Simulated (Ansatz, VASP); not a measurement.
Given: the input of a run of VASP 6.6.1 on Rb.

Contents of INCAR:

```
PREC = Accurate
ENCUT = 520
EDIFF = 1E-6
ISMEAR = -1
SIGMA = 0.05
LREAL = False
LASPH = True
NELM = 60
ALGO = Fast
ISIF = 2
LWAVE = False
LCHARG = False
GGA = PS
NBANDS = 10
```

KPOINTS

```
regular mesh
0
Gamma
  7 7 7
```

File POSCAR:

```
Rb
1.0
   -2.7836907084      2.7836907084      2.7836907084
    2.7836907084     -2.7836907084      2.7836907084
    2.7836907084      2.7836907084     -2.7836907084
Rb
1
Direct
    0.0000000000      0.0000000000      0.0000000000
```

Potentials or basis: VASP PAW PBE potentials, release 64 (Rb_sv).

The run is started by

```console
$ cat potpaw_PBE.64/Rb_sv/POTCAR > POTCAR
$ mpirun -np 1 vasp_std > vasp.out
```

Problem. Set up the same calculation for Ansatz 0.2.0. Potentials there: all-electron LAPW, scalar-relativistic.

Solution. As run (the cutoff follows the program's own potentials):

File input.yaml:

```yaml
crystal:
  lattice:
    - [-2.7836907084, 2.7836907084, 2.7836907084]
    - [2.7836907084, -2.7836907084, 2.7836907084]
    - [2.7836907084, 2.7836907084, -2.7836907084]
  atoms:
    - { symbol: Rb, position: [0.0, 0.0, 0.0] }
kpoints:
  mp_grid: { grid: [7, 7, 7] }
scf:
  occupations: { method: fermi_dirac, width: 0.05 }
hamiltonian:
  xc: pbesol
  pseudopotentials: { kind: all_electron, lapw: { basis_error: 0.0005 } }
output:
  forces: true
  stress: true
  eigenvalues: true
```

Potentials or basis: all-electron LAPW, scalar-relativistic.

Command:

```sh
$ ansatz run input.yaml --threads 1 --pin off --max-ram 3072MiB --backend cpu --events-out ev --progress --plain --runs-dir out
```

Both were run:

|  | VASP | Ansatz | Ansatz less VASP |
| --- | --- | --- | --- |
| gap on the k mesh at the Fermi level (eV) | none | none | - |
| pressure (GPa) | 0.0 | 0.0 | 0.00 |

A gap of «none» marks a metal or a gap that the smearing closes. Ansatz ran all-electron here, so the differences hold the error of VASP's frozen core and of both bases.

Caveats: the PAW data sets were made with another functional, which shifts forces and pressure a little (VASP).
